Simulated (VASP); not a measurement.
Input of a VASP 6.6.1 run:

The input INCAR:

```
PREC = Accurate
ENCUT = 520
EDIFF = 1E-6
ISMEAR = 0
SIGMA = 0.02
LREAL = False
LASPH = True
NELM = 100
ALGO = Normal
ISIF = 2
LWAVE = False
LCHARG = False
GGA = PE
LORBIT = 10
```

The input KPOINTS:

```
regular mesh
0
Gamma
  12 12 11
```

POSCAR

```
Si
1.0
    2.6205428149      0.0000000000      0.0000000000
   -1.3102714075      2.2694566494      0.0000000000
    0.0000000000      0.0000000000      2.4663543900
Si
1
Direct
    0.0000000000      0.0000000000      0.0000000000
```

Potentials or basis: VASP PAW PBE potentials, release 64 (Si).

Command:

```sh
$ cat potpaw_PBE.64/Si/POTCAR > POTCAR
$ mpirun -np 1 vasp_std > vasp.out
```

Problem. What does it give for the pressure?

Solution. 3.0 GPa.

Problem. What does it give for the band gap on the k mesh?

Solution. None (metal or under the smearing width).

Stress tensor (GPa, compression positive):
```
1.26 0.00 0.00
0.00 1.26 0.00
0.00 0.00 6.52
```
